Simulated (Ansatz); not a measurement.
HfN:

```xyz
2
Lattice="0.0000 2.2560 2.2560 2.2560 0.0000 2.2560 2.2560 2.2560 0.0000" Properties=species:S:1:pos:R:3 pbc="T T T"
Hf    0.0000    0.0000    0.0000
N     2.2560    2.2560    2.2560
```

Base run:

- Program: Ansatz 0.2.0
- Functional: PBEsol
- Potentials or basis: all-electron LAPW, relativistic spinors
- Cutoff: 344 eV (chosen from the basis error)
- Basis error allowed: 0.001 eV/atom
- k mesh: 7 × 7 × 7
- Occupations: fermi-dirac, width 0.05 eV
- Spin: spin-orbit coupling, no magnetisation

Its results: pressure -2.0 GPa.

Q: The run is repeated on the same cell with these changes: functional from PBEsol to LDA. What comes out?

A: Pressure -8.3 GPa.

LDA binds more tightly than PBEsol, so the same cell stands under less pressure.

Caveats: the k mesh is thin for a metal, which can move the energy by tens of meV per atom.
